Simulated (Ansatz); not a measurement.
Structure types of BN were relaxed at one common pressure (all-electron LAPW in Ansatz 0.2.0 under PBE, scalar-relativistic, no spin polarisation, zero temperature). They take these volumes:

```csv
type,space group,V (Å³/atom)
rocksalt,Fm-3m,4.20
CsCl,Pm-3m,4.53
zincblende,F-43m,4.62
wurtzite,P6_3mc,4.63
NiAs,P6_3/mmc,4.23
```

Q: At about which pressure, and is the densest type also the lowest in enthalpy?

A: 150 GPa. The densest is rocksalt, and it is 1305 meV/atom above zincblende: its gain in pV doesn't pay for its higher energy here.
